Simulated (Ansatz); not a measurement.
Here is an Ansatz 0.2.0 calculation.

File input.yaml:

```yaml
crystal:
  lattice:
    - [2.7341, 0.0, 0.0]
    - [-1.36705, 2.3678000565, 0.0]
    - [0.0, 0.0, 4.3197]
  atoms:
    - { symbol: Os, position: [0.6666666667, 0.3333333333, 0.75] }
    - { symbol: Os, position: [0.3333333333, 0.6666666667, 0.25] }
hamiltonian:
  xc: pbesol
  pseudopotentials: { kind: paw }
  dispersion: d3bjatm
kpoints:
  mp_grid: { grid: [11, 11, 6] }
scf:
  occupations: { method: fermi_dirac, width: 0.05 }
output:
  forces: true
  stress: true
  eigenvalues: true
relax:
  f_tol: 0.01
  max_steps: 40
  cell: { stress_tol: 0.05 }
```

Potentials or basis: Ansatz PAW.

Launch:

```sh
$ ansatz run input.yaml --threads 2 --pin off --max-ram 5632MiB --backend cpu --events-out ev --progress --plain --runs-dir out
```

Problem. Estimate the relaxed volume.

Solution. 13.70 Å³/atom.

Problem. Predict the space group after relaxing (to 0.05 Å).

Solution. P6_3/mmc (No. 194).

Problem. Predict the band gap on the k mesh.

Solution. None (metal or under the smearing width).

The path:
```csv
step,energy change (eV),largest force (eV/Å),volume (Å³)
1,0.0000,0.0000,27.96
2,-0.0155,0.0000,27.45
3,-0.0156,0.0000,27.40
4,-0.0153,0.0000,27.40
```

Caveat: the plane-wave basis is chosen anew once the cell has moved, so the energies of steps on either side of that aren't comparable; pairwise dispersion overbinds metals, which lowers pressure and volume; the PAW data sets come from PBE, with cores solved anew for the run's functional, which leaves a small shift of forces and pressure. The run has no spin-orbit coupling, so splittings on Os are missing.
